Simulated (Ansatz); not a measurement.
# CdS (Fm-3m): a soft mode frozen in, part 2 of 2

Which phase does CdS (Fm-3m) fall into along its unstable mode, and how much energy does it gain?

Ansatz 0.2.0; DFT LDA, scalar-relativistic, plane waves, PAW; PAW set soft_1.

So far, highest frequency on the path or at a solved wavevector (cm⁻¹): step 2 (response at finite wavevector) 286. Also lowest frequency on the path (cm⁻¹): step 2 -71.7.

## (6) Relaxing from the distorted cell

Starting from the lowest point found, all atoms and the cell are let go, so that strain and other modes of the same symmetry can join in.

The input, input.yaml:

```yaml
crystal:
  lattice:
    - [0.0, 2.6698506594, 2.6698506594]
    - [-2.6698506594, 2.6698506594, 0.0]
    - [-2.6698506594, -2.6698506594, 5.3397013187]
  atoms:
    - { symbol: Cd, position: [0.0, 1.0, 1.0] }
    - { symbol: Cd, position: [0.0, 0.5, 0.5] }
    - { symbol: S, position: [0.5122328427, 0.2438835786, 0.75] }
    - { symbol: S, position: [0.4877671573, 0.7561164214, 0.25] }
kpoints:
  mp_grid: { grid: [15, 15, 15] }
hamiltonian:
  xc: lda
  pseudopotentials: { kind: paw, azcp: { folder: soft_1 }, xc_functional: pbe }
scf:
  occupations: { method: methfessel_paxton, width: 0.2 }
output:
  forces: true
  stress: true
  eigenvalues: true
relax:
  adjacent_minimum: "off"
  f_tol: 0.002
  max_steps: 120
  cell: { stress_tol: 0.03 }
```

Started as:

```bash
$ ansatz run input.yaml --threads 4 --pin off --max-ram 10240MiB --backend cpu --events-out ev --progress --plain --runs-dir out
```

Numbers of over 12 decimals in the logs are rounded to 6 here.

What it wrote:

```text
[...]
Crystal: 4 atoms, lattice volume = 76.124 Å³
Basis set: ecut = 420 eV, 1479 PW (Γ)
Bands: 32, of which v1, the nominal top of the filled ones, is band 26 counted from 1 (25 counted from 0)
Symmetry: 4 space group operations
[...]
k-points: 904 of 3375
[...]
SCF iter   1: F=—  HF=-17977.215176 eV  |F-HF|=—  |Δ(HF+E_count)|=         —  Δρ=2.46e-2  dr2=3.45e-1  ethr=3.10e-3  ⟨swp⟩=6.5  Hψ=121582  notcnv=0
[...]
SCF iter   7: F=-17977.114901 eV  HF=-17977.114901 eV  |F-HF|=1.01e-9  |Δ(HF+E_count)|=   1.18e-7  S|Δr|=    0.00e0  Δρ=3.59e-6  dr2=8.46e-9  ethr=1.92e-10  ⟨swp⟩=10.1  Hψ=144737  notcnv=0
SCF 1 converged in 7 iterations: F = -17977.114901 eV  dr2 = 8.46e-9
[...]
relax step   1: F+E_penalty+E_count = -17977.11490104 eV  Δ(F+E_penalty+E_count) = +0.000e0 eV  max|allowed force component| = 8.794e-3 eV/Å  Δτ_max = 0.0000 Å  P = +0.063 GPa  Ω = 76.124 Å³  (7 SCF iters, dr2 threshold 1.00e-7 eV, accepted)
Crystal: 4 atoms, lattice volume = 76.206 Å³
[...]
SCF iter   4: F=-17977.114939 eV  HF=-17977.114939 eV  |F-HF|=3.71e-9  |Δ(HF+E_count)|=   2.19e-9  S|Δr|=    0.00e0  Δρ=2.83e-6  dr2=5.78e-9  ethr=5.33e-11  ⟨swp⟩=5.9  Hψ=120706  notcnv=0
SCF 2 converged in 4 iterations: F = -17977.114939 eV  dr2 = 5.78e-9
relax step   2: F+E_penalty+E_count = -17977.11493864 eV  Δ(F+E_penalty+E_count) = -3.760e-5 eV  max|allowed force component| = 9.185e-3 eV/Å  Δτ_max = 0.0018 Å  P = -0.031 GPa  Ω = 76.206 Å³  energy of the carried Pulay correction = -1.845e-5 eV  (4 SCF iters, dr2 threshold 2.77e-8 eV, accepted)
Crystal: 4 atoms, lattice volume = 76.228 Å³
[...]
SCF iter   4: F=-17977.114993 eV  HF=-17977.114993 eV  |F-HF|=3.86e-10  |Δ(HF+E_count)|=  6.91e-10  S|Δr|=    0.00e0  Δρ=1.56e-6  dr2=1.93e-9  ethr=1.17e-11  ⟨swp⟩=6.2  Hψ=127078  notcnv=0
SCF 3 converged in 4 iterations: F = -17977.114993 eV  dr2 = 1.93e-9
relax step   3: F+E_penalty+E_count = -17977.11499287 eV  Δ(F+E_penalty+E_count) = -5.423e-5 eV  max|allowed force component| = 8.768e-3 eV/Å  Δτ_max = 0.0031 Å  P = -0.049 GPa  Ω = 76.228 Å³  energy of the carried Pulay correction = -2.349e-5 eV  (4 SCF iters, dr2 threshold 6.09e-9 eV, accepted)
[...]
relax step   4: F+E_penalty+E_count = -17977.11509622 eV  Δ(F+E_penalty+E_count) = -1.033e-4 eV  max|allowed force component| = 6.882e-3 eV/Å  Δτ_max = 0.0238 Å  P = -0.073 GPa  Ω = 76.327 Å³  energy of the carried Pulay correction = -4.566e-5 eV  (5 SCF iters, dr2 threshold 1.50e-8 eV, accepted)
[...]
relax step   5: F+E_penalty+E_count = -17977.11518441 eV  Δ(F+E_penalty+E_count) = -8.820e-5 eV  max|allowed force component| = 2.387e-3 eV/Å  Δτ_max = 0.0059 Å  P = +0.010 GPa  Ω = 76.236 Å³  energy of the carried Pulay correction = -2.517e-5 eV  (4 SCF iters, dr2 threshold 2.91e-8 eV, accepted)
[...]
relax step   6: F+E_penalty+E_count = -17977.11518740 eV  Δ(F+E_penalty+E_count) = -2.988e-6 eV  max|allowed force component| = 2.056e-4 eV/Å  Δτ_max = 0.0013 Å  P = +0.000 GPa  Ω = 76.239 Å³  energy of the carried Pulay correction = -2.588e-5 eV  (5 SCF iters, dr2 threshold 3.56e-10 eV, accepted)
[...]
SCF iter   4: F=-17977.115213 eV  HF=-17977.115213 eV  |F-HF|=3.64e-12  |Δ(HF+E_count)|=  3.64e-12  S|Δr|=    0.00e0  Δρ=1.57e-7  dr2=5.24e-12  ethr=1.00e-12  ⟨swp⟩=6.4  Hψ=152179  notcnv=0
SCF 7 converged in 4 iterations: F = -17977.115213 eV  dr2 = 5.24e-12
relax step   7: F+E_penalty+E_count = -17977.11521287 eV  Δ(F+E_penalty+E_count) = -2.547e-5 eV  max|allowed force component| = 2.054e-4 eV/Å  Δτ_max = 0.0000 Å  P = +0.000 GPa  Ω = 76.239 Å³  stress off target by 1.21e-3 GPa  SCF on the basis re-selected at this cell (its energy is not comparable with the rows above)  (4 SCF iters)
basis re-selected at this cell: Δ(F+E_penalty+E_count) = -2.547e-5 eV, ΔP = -0.000 GPa vs the last step (what re-selecting the basis moved, of the pressure what is left beyond the Pulay correction that the steps carried, after the strain that the cell walked since its last selection, with what the two solves' SCF thresholds leave and, on support functions, any second-order correction that the steps lacked; it is no m [...]
SCF converged after 4 iterations
[...]
Free energy (F): -17977.115213 eV
[...]
Internal energy: -17977.120121 eV  (E = F + TS)
E sigma→0 (E₀):  -17977.116440 eV
Entropy (-TS):   0.004908 eV (1.227 meV/atom)
Fermi energy:    10.757900 eV
[...]
--- Forces (eV/Å), atoms counted from 1 ---
  atom   1  Cd     0.00000000     0.00000000     0.00000000
  atom   2  Cd     0.00000000     0.00000000     0.00000000
  atom   3  S     -0.00005255    -0.00005255    -0.00020543
  atom   4  S      0.00005255     0.00005255     0.00020543
  max |Σ_I F_I| component: 0.00e0 eV/Å
--- Stress (GPa, compression-positive) ---
        0.000351       0.000856       0.000067
        0.000856       0.000351       0.000067
        0.000067       0.000067      -0.000014
  P = ⅓ Tr σ = 0.0002 GPa (0.002 kbar)
--- Band table (eV; the first three rows and the last of 904) ---
  k-point 0: bands = [... 22 lower, 9.7244, 9.7298, 10.6742, 10.6775, 11.6733, 13.8836, 16.2987, 16.3010, ... 2 higher]
  k-point 1: bands = [... 22 lower, 9.7173, 9.7332, 10.6631, 10.6656, 11.8048, 13.9001, 16.3325, 16.3347, ... 2 higher]
  k-point 2: bands = [... 22 lower, 9.7433, 9.7592, 10.6290, 10.6309, 12.1236, 13.9471, 16.4329, 16.4347, ... 2 higher]
  k-point 903: bands = [... 22 lower, 8.1425, 8.5376, 8.9952, 9.3042, 13.1566, 13.5883, 16.3954, 16.9870, ... 2 higher]
--- Relaxed structure (6 steps of the walk, 6 accepted, 1 SCFs on fresh bases) ---
  F+E_penalty+E_count = -17977.11521287 eV   max|allowed force component| = 2.054e-4 eV/Å   (the final SCF, on the basis selected at the relaxed cell)
  cell:  # Å, volume = 76.2389 Å³
    - [0.00307949, 2.673329, 2.671694]
    - [-2.670250, 2.670250, 0.0]
    - [-2.670052, -2.670052, 5.337032]
  atoms:
    - { symbol: Cd, position: [-1.1102230246251565e-16, 1.000000, 1.0] }
    - { symbol: Cd, position: [-5.551115123125783e-17, 0.500000, 0.5] }
    - { symbol: S, position: [0.518822, 0.240589, 0.749987] }
    - { symbol: S, position: [0.481178, 0.759411, 0.250013] }
```

Run time: 2.2 min. Hardware: 4 threads of Arm Neoverse V2, shared host; peak memory 1.6 GiB.

Step by step:

| step | energy less that of the first step (eV) | largest force component (eV/Å) | pressure (GPa) | volume (Å³) |
| --- | --- | --- | --- | --- |
| 1 | 0.0000 | 0.0088 | 0.06 | 76.12 |
| 2 | 0.0000 | 0.0092 | -0.03 | 76.21 |
| 3 | -0.0001 | 0.0088 | -0.05 | 76.23 |
| 4 | -0.0002 | 0.0069 | -0.07 | 76.33 |
| 5 | -0.0003 | 0.0024 | 0.01 | 76.24 |
| 6 | -0.0003 | 0.0002 | 0.00 | 76.24 |
| 7* | -0.0003 | 0.0002 | 0.00 | 76.24 |

Relaxation steps marked * repeat the geometry before them on a plane-wave basis chosen anew for their cell, so energy and pressure can jump there.

The run keeps the 4 symmetry operations that it works with, so distortions that break them were not tested.

```csv
cell as run,before,after,change
a (Å),3.776,3.780,+0.1 %
b (Å),3.776,3.776,+0.0 %
c (Å),6.540,6.538,-0.0 %
β (°),73.22,73.27,+0.1 %
γ (°),60.00,60.03,+0.0 %
volume (Å³/atom),19.03,19.06,+0.2 %
```

The atoms that moved most (Å, as changes of fractional coordinates times the final cell):

```csv
atom,dx,dy,dz,length
S4,-0.009,-0.009,-0.018,0.022
S3,0.009,0.009,0.018,0.022
```

Final coordinates:

```xyz
4
Lattice="0.0031 2.6733 2.6717 -2.6702 2.6702 0.0000 -2.6701 -2.6701 5.3370" Properties=species:S:1:pos:R:3 pbc="T T T"
Cd   -5.3403    0.0002    5.3370
Cd   -2.6702    0.0001    2.6685
S    -2.6433    0.0269    5.3888
S    -2.6939    2.6466    2.6199
```

Numbers from this step:

```
pressure          : 2.30e-4 GPa
volume per atom   : 19.06 Å³
gap on the k-mesh : 0.2234 eV
```

The distorted start has space group C2/m; the relaxation ends in C2/m.

## (7) The new phase in its own primitive cell

The relaxed structure is symmetrised, reduced to its primitive cell and relaxed tightly, as its phonons need.

input.yaml, the sections that differ from step 6:

```yaml
crystal:
  lattice:
    - [3.2740697683, -1.8881518186, 0.0]
    - [3.2740697683, 1.8881518186, 0.0]
    - [-2.1724542036, 0.0, 6.166255957]
  atoms:
    - { symbol: Cd, position: [0.0, 0.0, 0.0] }
    - { symbol: Cd, position: [0.5, 0.5, 0.5] }
    - { symbol: S, position: [0.2405890524, 0.2405890524, 0.7499872304] }
    - { symbol: S, position: [0.7594109476, 0.7594109476, 0.2500127696] }
kpoints:
  mp_grid: { grid: [10, 10, 6] }
relax:
  adjacent_minimum: "off"
  f_tol: 0.001
  max_steps: 60
  cell: { stress_tol: 0.01 }
# hamiltonian, scf, output: as in step 6
```

What it wrote:

```text
[...]
Crystal: 4 atoms, lattice volume = 76.239 Å³
Basis set: ecut = 420 eV, 1479 PW (Γ)
Bands: 32, of which v1, the nominal top of the filled ones, is band 26 counted from 1 (25 counted from 0)
Symmetry: 4 space group operations
[...]
k-points: 172 of 600
[...]
--- Relaxed structure (5 steps of the walk, 4 accepted, 1 SCFs on fresh bases) ---
[...]
cell:  # Å, volume = 76.2209 Å³
    - [3.273265, -1.888050, -0.000853296]
    - [3.273265, 1.888050, -0.000853296]
    - [-2.173528, 3.2130817969714483e-19, 6.167221]
  atoms:
    - { symbol: Cd, position: [0.0, 0.0, 0.0] }
    - { symbol: Cd, position: [0.5, 0.5, 0.5] }
    - { symbol: S, position: [0.241461, 0.241461, 0.749996] }
    - { symbol: S, position: [0.758539, 0.758539, 0.250004] }
[key lines of the parts left out:]
SCF converged after 5 iterations
Free energy (F): -17977.115444 eV
Fermi energy:    10.778806 eV
P = ⅓ Tr σ = 0.0002 GPa (0.002 kbar)
```

Wall time 24 s (4 threads); peak memory 0.59 GiB.

The steps of the relaxation:

```
step  energy less that of the first step (eV)  largest force component (eV/Å)  pressure (GPa)  volume (Å³)
   1                                   0.0000                          0.0038            0.00        76.24
   2                                   0.0000                          0.0035            0.00        76.24
   3                                   0.0000                          0.0027            0.01        76.22
   4                                   0.0000                          0.0153           -0.03        76.24
   5                                   0.0000                          0.0001            0.00        76.22
  6*                                   0.0000                          0.0001            0.00        76.22
```

Relaxation steps marked * repeat the geometry before them on a plane-wave basis chosen anew for their cell, so energy and pressure can jump there. Relaxation step 4 was tried and not accepted.

Forces are held to the 4 operations that the run works with; a distortion that breaks them can't arise in this run.

```csv
cell as run,before,after,change
a (Å),3.780,3.779,-0.0 %
b (Å),3.780,3.779,-0.0 %
c (Å),6.538,6.539,+0.0 %
α (°),106.73,106.75,+0.0 %
β (°),106.73,106.75,+0.0 %
volume (Å³/atom),19.06,19.06,-0.0 %
```

The relaxed structure:

```xyz
4
Lattice="3.2733 -1.8880 -0.0009 3.2733 1.8880 -0.0009 -2.1735 0.0000 6.1672" Properties=species:S:1:pos:R:3 pbc="T T T"
Cd    0.0000    0.0000    0.0000
Cd    2.1865    0.0000    3.0828
S    -0.0494    0.0000    4.6250
S     4.4224    0.0000    1.5405
```

Numbers from this step:

```yaml
pressure: 1.90e-4 GPa
gap_on_the_k_mesh: 0.1924 eV
direct_gap_on_mesh: 0.1983 eV
```

The largest force component left is 0.069 meV/Å and the pressure is 0.000 GPa, within the tolerances set. The cell now holds 19.06 Å³/atom.

## (8) Modes of the new phase, k-mesh 10×10×6

A relaxed structure may still be a saddle point, so its zone-centre modes are computed. No field response is asked.

input.yaml, the sections that differ from step 7:

```yaml
crystal:
  lattice:
    - [3.2732653944, -1.8880499436, -0.0008532957]
    - [3.2732653944, 1.8880499436, -0.0008532957]
    - [-2.1735275388, 0.0, 6.1672206526]
  atoms:
    - { symbol: Cd, position: [0.0, 0.0, 0.0] }
    - { symbol: Cd, position: [0.5, 0.5, 0.5] }
    - { symbol: S, position: [0.2414609084, 0.2414609084, 0.7499959186] }
    - { symbol: S, position: [0.7585390916, 0.7585390916, 0.2500040814] }
output:
  eigenvalues: true
phonons:
  method: dfpt
# kpoints, hamiltonian, scf: as in step 7
# relax: removed
```

What it wrote:

```text
zone centre: on kpoints.mp_grid the ground state, and the responses unless they are solved on pairs of k-points, stand on 172 of the mesh's 600 k-points, reduced under 2 symmetry operations, with k and −k counted as one. Each operation leaves every solved displacement unchanged or reverses it
[...]
Crystal: 4 atoms, lattice volume = 76.221 Å³
Basis set: ecut = 420 eV, 1479 PW (Γ), exchange–correlation on 54×54×90 points (8 copies of the dense FFT grid, shifted against one another)
Bands: 32, of which v1, the nominal top of the filled ones, is band 26 counted from 1 (25 counted from 0)
Symmetry: 4 space group operations
k-points: 172 of 600 (irreducible under 2 space group operations, time reversal used)
[...]
SCF iter   1: F=—  HF=-17977.215055 eV  |F-HF|=—  |Δ(HF+E_count)|=         —  Δρ=2.45e-2  dr2=3.44e-1  ethr=3.10e-3  ⟨swp⟩=6.6  Hψ=23167  notcnv=0
[...]
SCF iter  10: F=-17977.115445 eV  HF=-17977.115445 eV  |F-HF|=7.28e-12  |Δ(HF+E_count)|=  2.18e-11  S|Δr|=    0.00e0  Δρ=1.03e-7  dr2=5.30e-12  ethr=1.00e-12  ⟨swp⟩=10.6  Hψ=32700  notcnv=0
SCF 1 converged in 10 iterations: F = -17977.115445 eV  dr2 = 5.30e-12
[...]
DFPT response loops at Γ: preconditioner auto → Kerker (q_TF=auto, 2.560 Å⁻¹) (partly filled bands, converged f_vac=0.000); β = 1.00, the filter's whole step (`scf.mixing.beta` (0.50) is not read by the response loops under this deck's `scf.mixing.preconditioner`; to damp them name `kerker` or `kerker_dos`, under which they read `scf.mixing.beta`, and type it under 1.00, their step now; both keys bind the ground state too); Broyden in place of MSR1
SCF converged after 10 iterations
[...]
Free energy (F): -17977.115445 eV
[...]
Internal energy: -17977.119282 eV  (E = F + TS)
E sigma→0 (E₀):  -17977.116404 eV
Entropy (-TS):   0.003838 eV (0.959 meV/atom)
Fermi energy:    10.778806 eV
[...]
--- Band table (eV; the first three rows and the last of 172) ---
  k-point 0: bands = [... 22 lower, 9.7274, 9.7321, 10.6785, 10.6820, 11.6771, 13.8883, 16.3018, 16.3031, ... 2 higher]
  k-point 1: bands = [... 22 lower, 9.7703, 9.7819, 10.6073, 10.6096, 12.3218, 13.9847, 16.5109, 16.5114, ... 2 higher]
  k-point 2: bands = [... 22 lower, 9.9207, 9.9302, 10.4234, 10.4275, 13.3386, 14.1655, 17.0961, 17.1007, ... 2 higher]
  k-point 171: bands = [... 22 lower, 8.2772, 8.5470, 9.2218, 9.2997, 13.1382, 13.1517, 16.5005, 17.0159, ... 2 higher]
--- Phonons (Γ-DFPT): 9 representative perturbations + reference, on 172 of 600 k-points (Σ response iterations 33) ---
  k mesh reduced under 2 symmetry operations, with k and −k counted as one. Each operation leaves every solved displacement unchanged or reverses it
  ASR residual: 2.804e-5 → 0.000e0 eV/Å²; symmetrization residual: 5.366e-6 eV/Å²
  ASR residual per site (eV/Å²): 9.29e-6 2.80e-5 3.02e-6 3.02e-6
  Γ frequencies (cm⁻¹): 0.00 0.00 0.00 18.01 75.61 87.57 90.96 145.45 154.42 157.04 167.79 278.59
  non-analytic LO–TO correction: not included (Born effective charges unavailable; polar crystals: no LO–TO splitting at Γ)
```

Wall time 93 s (4 threads); peak memory 1.3 GiB; 5.9 min of CPU time.

This step gave:

```yaml
sum_rule_residual_before_enforcement: 2.80e-5 eV/Å²
point_group: 2/m
highest_optical_mode_at_the_zone_centre_no_lo_to_term: 278.6 cm⁻¹
lowest_optical_zone_centre_mode: 18.01 cm⁻¹
```

Patterns of degenerate modes are one choice out of their space. The modes at Γ (shares of kinetic energy by element, %):

```csv
mode,frequency (cm⁻¹),symmetry,Cd %,S %
1,0.0,acoustic,78,22
2,0.0,acoustic,78,22
3,0.0,acoustic,78,22
4,18.0,Bg,0,100
5,75.6,Ag,0,100
6,87.6,Bu,94,6
7,91.0,Au,97,3
8,145.4,Bu,52,48
9,154.4,Au,25,75
10,157.0,Bu,40,60
11,167.8,Bu,58,42
12,278.6,Ag,0,100
```

Displacements in mode 4 (18.0 cm⁻¹), the largest set to 1:
```
Cd1  0.00  0.00  0.00
Cd2  0.00  0.00  0.00
S3   0.00  1.00  0.00
S4   0.00 -1.00  0.00
```

Displacements in mode 12 (278.6 cm⁻¹), the largest set to 1:
```
Cd1  0.00  0.00  0.00
Cd2  0.00  0.00  0.00
S3   0.00  0.00  1.00
S4   0.00  0.00 -1.00
```

Before it was imposed, the acoustic sum rule was missed by 2.8e-5 eV/Å². Small misses are needed for a sound result but don't prove that mesh and cutoff are converged. The lowest optical mode is real, 18.0 cm⁻¹.

## (9) Outcome

```
unstable mode of the parent                                                      : q = (0, 0, -0.5), 72i cm⁻¹
depth at the lowest point sampled                                                : 0.199 meV/atom
largest atomic shift at that point                                               : 0.04 Å
space group reached (within 0.01 Å)                                              : C2/m
energy gained over the parent (first relaxation, on the mesh of the frozen mode) : 0.291 meV/atom
volume per atom, phase reached                                                   : 19.1 Å³
gap on the k-mesh, phase reached                                                 : 0.192 eV
lowest optical zone-centre mode, phase reached                                   : 18.0 cm⁻¹
highest optical mode at the zone centre (no LO-TO term), phase reached           : 279 cm⁻¹
```

**Reading.** Along this mode the structure falls into C2/m, 0.291 meV/atom below the parent. At the parent's cell the well is 0.199 meV/atom deep on the steps tried, with its lowest point at a shift of 0.04 Å. Relaxing atoms and cell changes the gain by +0.09 meV/atom against the lowest step (energies at zero smearing). The new phase has no imaginary mode at the zone centre of its cell; other wavevectors were not checked. How so shallow a well moves with the k mesh was not tested. Each path keeps the symmetry of its pattern, so a lower phase may lie along a pattern not tried. With no gap, or one that is small against the smearing, the frequencies hang on the k mesh and the smearing, most of all near Kohn anomalies. A semilocal functional can close a gap that the real compound would have, so the metallic treatment may be an artefact of the level. The PAW files were made for PBE and serve the other functionals too.

[Logs are printed without paths, hosts, clocks, repeated set-up lines and the standing remarks that a program may print on its own settings, such as how far it seeks lower states.]

[Hosts, paths, dates, database ids (printed as entryN), source tags and the programs' standing remarks are cut or masked in the printed files.]
